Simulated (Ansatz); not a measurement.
# Ti under changes of volume

One of the cells (16.731 Å³/atom); the others are scaled copies at fixed shape and fractional positions:

```
CELL_PARAMETERS angstrom
0.00000 2.03000 2.03000
2.03000 0.00000 2.03000
2.03000 2.03000 0.00000
ATOMIC_POSITIONS crystal
Ti 0.00000 0.00000 0.00000
```

This isn't the form of Ti at room conditions, which is hcp.

- Program: Ansatz 0.2.0
- Functional: PBE
- Potentials or basis: all-electron LAPW, scalar-relativistic
- Cutoff: 242 eV (chosen from the basis error)
- Basis error allowed: 0.0005 eV/atom
- k mesh: 11 × 11 × 11
- Occupations: fermi-dirac, width 0.05 eV
- Spin: no spin polarisation

```tsv
volume (Å³/atom)	energy over the lowest point (meV/atom)	pressure (GPa)
15.727	56.95	12.5
16.062	34.48	9.5
16.396	18.08	6.7
16.731	7.19	4.2
17.065	1.30	1.9
17.400	0.00	-0.3
17.735	?	?
```

Q: What does the run at 17.735 Å³/atom give?

A: Energy over the lowest point 2.89 meV/atom; pressure -2.2 GPa.

Worked out: A Birch-Murnaghan fit of order 3 (a polynomial in V^(-2/3)) to the other rows has its minimum at 17.33 Å³/atom with B0 = V·E''(V) = 106 GPa and B' = 3.7. It gives 2.88 meV/atom at 17.735 Å³/atom, against the run's 2.89, and -dE/dV = -2.3 GPa, against -2.2.

Energies are extrapolated to zero smearing.
